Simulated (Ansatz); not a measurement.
**HfB₂: frozen-core PAW against all-electron methods**

```
Hf B
1.0
     3.07720    0.00000    0.00000
    -1.53860    2.66493    0.00000
     0.00000    0.00000    3.48000
Hf B
1 2
Direct
  0.00000 0.00000 0.00000
  0.33333 0.66667 0.50000
  0.66667 0.33333 0.50000
```

Atoms are numbered in the order listed.

The conventional cell has a = 3.077 Å, b = 3.077 Å, c = 3.480 Å, α = 90.00°, β = 90.00°, γ = 120.00°. Around Hf (atom 1) lie 12 B at 2.49 Å. B (atom 2) has 3 B at 1.78 Å as nearest neighbours.

The cell is COD entry 1510711, as deposited and not checked against the literature; nothing was relaxed. The listed cell was then made from it by scaling, straining or moving an atom.

No spin–orbit coupling, which matters for the heavy atoms here.

Methods: DFT, PBE, PAW with Ansatz's default frozen-core files, scalar-relativistic (Ansatz 0.2.0); DFT, PBE, all-electron PAW with datasets made for the crystal, scalar-relativistic (Ansatz 0.2.0); DFT, PBE, all-electron LAPW, scalar-relativistic (Ansatz 0.2.0).

For PAW: a Γ-centred 13×13×11 k mesh, Fermi–Dirac smearing of 0.05 eV, cutoff 420 eV, no spin polarisation. The crystal-made all-electron datasets (AE datasets) take a cutoff of 420 eV at this cell. LAPW targets a basis error of 0.5 meV/atom. The Ansatz runs share mesh, smearing and spin set-up. Plane-wave (PAW) pressures include the program's estimate of the Pulay term.

Stress and pressure are positive in compression.

The change that made this cell: equal xx and yy strain of -2 %.

Spin–orbit coupling is left out, which moves gradients at and beside heavy atoms by some per cent and at worst by a factor of two.

In a metal, gradients converge slowly with the k mesh: the values move by tens of per cent from one mesh to another, at times in sign, so only the comparison on one mesh counts.

```tsv
quantity	PAW	AE datasets	LAPW
pressure (GPa)	12.95	13.04	13.04
stress xx (GPa)	15.99	16.06	16.06
stress zz (GPa)	6.85	7.01	7.01
field gradient Vzz at Hf1 (10²¹ V/m²)	11.35	11.84	–
```

PAW's pressure differs from the LAPW value by -0.10 GPa.
